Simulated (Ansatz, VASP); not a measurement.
# Two plane-wave programs on Pt

File INCAR:

```
ALGO = Normal
EDIFF = 1E-6
EDIFFG = -0.01
ENCUT = 600
GGA = PE
IBRION = 2
ISIF = 3
ISMEAR = 0
LASPH = True
LCHARG = False
LREAL = False
LWAVE = False
NELM = 60
NSW = 100
PREC = Accurate
SIGMA = 0.1
```

Contents of KPOINTS:

```
k-points
0
Gamma
  24 24 24
```

File POSCAR:

```
Pt
1.0
    0.0000000000      1.9827964194      1.9827964194
    1.9827964194      0.0000000000      1.9827964194
    1.9827964194      1.9827964194      0.0000000000
Pt
1
Direct
    0.0000000000      0.0000000000      0.0000000000
```

Input for Ansatz:

```yaml
crystal:
  lattice:
    - [0.0, 1.9827964194, 1.9827964194]
    - [1.9827964194, 0.0, 1.9827964194]
    - [1.9827964194, 1.9827964194, 0.0]
  atoms:
    - { symbol: Pt, position: [0.0, 0.0, 0.0] }
basis:
  ecutwfc: 420
kpoints:
  mp_grid: { grid: [24, 24, 24] }
hamiltonian:
  xc: pbe
scf:
  occupations: { method: gaussian, width: 0.1 }
output:
  forces: true
  stress: true
  eigenvalues: true
relax:
  adjacent_minimum: "off"
  f_tol: 0.01
  max_steps: 80
  cell: { stress_tol: 0.05 }
```

Alike in both runs: task relaxation of cell and atoms; functional PBE; k mesh 24 × 24 × 24; occupations gaussian, width 0.1 eV; no spin polarisation.

|  | VASP | Ansatz |
| --- | --- | --- |
| version | VASP 6.6.1 | Ansatz 0.2.0 |
| potentials or method | VASP PAW PBE potentials, release 64 (Pt) | scalar-relativistic, plane waves, PAW |
| plane-wave cutoff (eV) | 600 | 420 |
| valence electrons in the cell | 10 | 18 |

Ansatz gave:

| Property | Result |
| --- | --- |
| gap on the k mesh at the Fermi level, each at its own relaxed structure (eV) | none |
| relaxed volume (Å³/atom) | 15.64 |
| relaxed cell length with the largest relative difference (Å) | 2.807 |

Problem. Estimate VASP's values.

Solution. gap on the k mesh at the Fermi level, each at its own relaxed structure (eV): none; relaxed volume (Å³/atom): 15.62; relaxed cell length with the largest relative difference (Å): 2.806.

A gap of «none» marks a metal or a gap that the smearing closes. The two sets of potentials don't hold the same shells in valence.

The runs have no spin-orbit coupling, so splittings on Pt are missing.
